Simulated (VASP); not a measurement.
# BaO (Fm-3m) in VASP: notebook, part 2 of 2

VASP 6.6.1. The steps go on from the part before.

## Step 5: Relaxation of cell and atoms, LDA

This run uses another cell than the first one, of 20.55 Å³/atom, 0.988 times its volume.

The input, INCAR:

```
PREC = Accurate
ENCUT = 600
EDIFF = 1E-7
ISMEAR = 0
SIGMA = 0.03
LREAL = F
LASPH = T
NELM = 80
ALGO = Normal
ISIF = 3
LWAVE = F
LCHARG = F
IBRION = 2
NSW = 90
EDIFFG = -0.005
```

The input, KPOINTS:

```
Automatic mesh
0
Gamma
  8 8 8
```

The input, POSCAR:

```
BaO                                     
1.0
    0.0000000000      2.7391047487      2.7391047487
    2.7391047487     -0.0000000000      2.7391047487
    2.7391047487      2.7391047487      0.0000000000
  Ba              O             
     1     1
Direct
     0.0000000000000000    0.0000000000000000    0.0000000000000000
     0.5000000000000000    0.5000000000000000    0.5000000000000000
```

On the command line:

```bash
$ cat potpaw_LDA.64/Ba_sv/POTCAR potpaw_LDA.64/O/POTCAR > POTCAR
$ mpirun -np 1 vasp_std > vasp.out
```

Wall time 6.3 s (1 thread of Intel Xeon 6975P-C (Granite Rapids), shared host); peak memory 0.16 GiB.

Results (log left out):

- Free energy: -13.1126 eV
- Pressure after relaxing: 0.0 GPa
- Band gap on the k mesh: 1.70 eV, direct

Final structure:
```
Ba O
1.0
     0.00000    2.73910    2.73910
     2.73910    0.00000    2.73910
     2.73910    2.73910    0.00000
Ba O
1 1
Cartesian
  0.0000 0.0000 0.0000
  2.7391 2.7391 2.7391
```

Levels at points of the mesh, in eV from the valence-band top:
```tsv
k point	band 4	band 5	band 6	band 7	band 8	band 9	band 10	band 11	band 12
(0.00, 0.00, 0.00)	-10.21	-10.21	-0.46	-0.46	-0.46	3.46	4.57	4.57	4.57
(0.50, 0.00, 0.00)	-10.34	-10.34	-2.22	-1.68	-1.68	4.85	7.22	7.22	8.13
(0.50, 0.50, 0.00)	-10.88	-10.88	-0.22	-0.22	0.00	1.70	6.07	9.06	9.36
```

Caveat: the relaxation stopped at its first step, so nothing moved; spin-orbit coupling is left out, which moves the levels of the heavy elements. A k mesh can miss the band edges.

## Step 6: Relaxation of cell and atoms, PBE

The input, INCAR:

```
PREC     = Accurate       # precision mode
ENCUT    = 600            # plane-wave cutoff, eV
EDIFF    = 1E-6           # SCF threshold, eV
ISMEAR   = 0              # smearing method
SIGMA    = 0.03           # smearing width, eV
LREAL    = False          # projectors in reciprocal space
LASPH    = True           # aspherical terms in the spheres
NELM     = 80             # most SCF steps
ALGO     = Normal         # electronic algorithm
ISIF     = 3              # what is computed and relaxed
LWAVE    = False          # write WAVECAR
LCHARG   = False          # write CHGCAR
GGA      = PE             # functional
IBRION   = 2              # ionic algorithm
NSW      = 90             # ionic steps
EDIFFG   = -0.01          # ionic threshold
```

The input, KPOINTS:

```
regular mesh
0
Gamma
  8 8 8
```

The input, POSCAR:

```
BaO
1.0
    0.0000000000      2.7500000000      2.7500000000
    2.7500000000      0.0000000000      2.7500000000
    2.7500000000      2.7500000000      0.0000000000
Ba O
1 1
Direct
    0.0000000000      0.0000000000      0.0000000000
    0.5000000000      0.5000000000      0.5000000000
```

Potentials or basis: VASP PAW PBE potentials, release 64 (Ba_sv, O).

On the command line:

```bash
$ cat potpaw_PBE.64/Ba_sv/POTCAR potpaw_PBE.64/O/POTCAR > POTCAR
$ mpirun -np 1 vasp_std > vasp.out
```

OUTCAR:

```text
PREC = Accurate
   ENCUT = 600
   EDIFF = 1E-6
   ISMEAR = 0
   LREAL = False
   LASPH = True
   NELM = 80
   ISIF = 3
   GGA = PE
   IBRION = 2
   NSW = 90
   EDIFFG = -0.01

 ion  position               nearest neighbor table
   1  0.000  0.000  0.000-   2 2.75   2 2.75   2 2.75   2 2.75   2 2.75   2 2.75
   2  0.500  0.500  0.500-   1 2.75   1 2.75   1 2.75   1 2.75   1 2.75   1 2.75

  LATTYP: Found a face centered cubic cell.
 ALAT       =     5.5000000000

  Lattice vectors:

 A1 = (   0.0000000000,   2.7500000000,   2.7500000000)
 A2 = (   2.7500000000,   0.0000000000,   2.7500000000)
 A3 = (   2.7500000000,   2.7500000000,   0.0000000000)

Analysis of symmetry for initial positions (statically):
=====================================================================
 Subroutine PRICEL returns:
 Original cell was already a primitive cell.

 Routine SETGRP: Setting up the symmetry group for a
 face centered cubic supercell.

 Subroutine GETGRP returns: Found 48 space group operations
 (whereof 48 operations were pure point group operations)
 out of a pool of 48 trial point group operations.

The static configuration has the point symmetry O_h .

Analysis of symmetry for dynamics (positions and initial velocities):
=====================================================================
 Subroutine PRICEL returns:
[... 234 lines left out ...]
  ---------------------------------------------------
  ext. energy  EPLUGINS =         0.00000000
  ---------------------------------------------------
  free energy    TOTEN  =       -11.80930088 eV

  energy without entropy =      -11.80930088  energy(sigma->0) =      -11.80930088

 E-fermi :   1.7491     XC(G=0):  -9.4364

 val. band max:        1.6045531472   @ k =   0.5000   0.5000   0.0000
 cond. band min:       3.7071638874   @ k =   0.5000   0.5000   0.0000
 fundamental gap:      2.1026107402
 Fermi energy:         1.7490804556

 k-point     1 :       0.0000    0.0000    0.0000
  band No.  band energies     occupation
      1     -24.3132      2.00000
      2     -13.2952      2.00000
      3      -8.8988      2.00000
      4      -8.8988      2.00000
      5      -8.8988      2.00000
      6       1.3627      2.00000
      7       1.3627      2.00000
      8       1.3627      2.00000
      9       4.9840      0.00000
     10       6.3057      0.00000
     11       6.3057      0.00000
     12       6.3057      0.00000
[... 331 lines left out ...]
 k-point    24 :      -0.3750    0.2500    0.1250
  band No.  band energies     occupation
      1     -24.0667      2.00000
      2     -13.7762      2.00000
      3      -9.4538      2.00000
      4      -9.4487      2.00000
      5      -9.0046      2.00000
      6       0.2193      2.00000
      7       0.7747      2.00000
      8       0.8463      2.00000
      9       6.4292      0.00000
     10       7.0198      0.00000
     11       9.2262      0.00000
     12       9.3197      0.00000

 [... further k-points ...]

------------------------ aborting loop because EDIFF is reached ----------------------------------------

  FORCE on cell =-STRESS in cart. coord.  units (eV):
  Direction    XX          YY          ZZ          XY          YZ          ZX
  --------------------------------------------------------------------------------------
  -------------------------------------------------------------------------------------
  Total        0.0020301      0.0020301      0.0020301      0.0000000      0.0000000      0.0000000
  in kB        0.0735596      0.0735596      0.0735596      0.0000000      0.0000000      0.0000000
  external PRESSURE =       0.0735596 kB  Pullay stress =       0.0000000 kB
[... 17 lines left out ...]
  FREE ENERGIE OF THE ION-ELECTRON SYSTEM (eV)
  ---------------------------------------------------
  free  energy   TOTEN  =       -11.8093008799 eV

  energy  without entropy=      -11.8093008799  energy(sigma->0) =      -11.80930088

 reached required accuracy - stopping structural energy minimisation
```

OSZICAR:

```text
N       E                     dE             d eps       ncg     rms          rms(c)
DAV:   1     0.963280230575E+02    0.96328E+02   -0.88485E+03   696   0.139E+03
DAV:   2    -0.943522146250E+01   -0.10576E+03   -0.95683E+02   984   0.250E+02
DAV:   3    -0.143121998121E+02   -0.48770E+01   -0.48288E+01   884   0.560E+01
[... 29 lines left out ...]
DAV:   5    -0.118090489270E+02   -0.54406E-04   -0.14029E-04   828   0.130E-01    0.833E-02
DAV:   6    -0.118093132657E+02   -0.26434E-03   -0.49369E-04   812   0.209E-01    0.405E-02
DAV:   7    -0.118093026546E+02    0.10611E-04   -0.42247E-05   792   0.541E-02    0.216E-02
DAV:   8    -0.118093012822E+02    0.13723E-05   -0.76223E-06   856   0.258E-02    0.363E-03
DAV:   9    -0.118093008799E+02    0.40235E-06   -0.51951E-07   356   0.656E-03
   3 F= -.11809301E+02 E0= -.11809301E+02  d E =-.371256E-01
```

CONTCAR:

```text
BaO
   1.00000000000000
    -0.0000000000000000    2.8066565103588101    2.8066565103588101
     2.8066565103588101    0.0000000000000000    2.8066565103588101
     2.8066565103588101    2.8066565103588101    0.0000000000000000
  Ba              O
     1     1
Direct
     0.0000000000000000    0.0000000000000000    0.0000000000000000
     0.5000000000000000    0.5000000000000000    0.5000000000000000

  0.00000000E+00  0.00000000E+00  0.00000000E+00
  0.00000000E+00  0.00000000E+00  0.00000000E+00
```

Run time: 18 s. Hardware: 1 thread of Intel Xeon 6975P-C (Granite Rapids), shared host; peak memory 0.19 GiB.

Results:

* Free energy: -11.8093 eV
* Relaxed volume: 22.11 Å³/atom
* Relaxed cell: a = 3.969 Å, b = 3.969 Å, c = 3.969 Å, α = 60.00°, β = 60.00°, γ = 60.00°
* Space group after relaxing (to 0.05 Å): Fm-3m (No. 225)
* Energy gained by relaxing: 18.6 meV/atom
* Ionic steps: 3
* Pressure after relaxing: 0.0 GPa
* Band gap on the k mesh: 2.10 eV, direct

Step by step:
```csv
step,energy change (eV),largest force (eV/Å),pressure (GPa),volume (Å³)
1,0.0000,0.0000,4.80,41.59
2,-0.0302,0.0000,-1.75,45.46
3,-0.0371,0.0000,0.01,44.22
```

Final structure:
```
CELL_PARAMETERS angstrom
0.00000 2.80666 2.80666
2.80666 0.00000 2.80666
2.80666 2.80666 0.00000
ATOMIC_POSITIONS crystal
Ba 0.00000 0.00000 0.00000
O 0.50000 0.50000 0.50000
```

Caveat: spin-orbit coupling is left out, which moves the levels of the heavy elements.
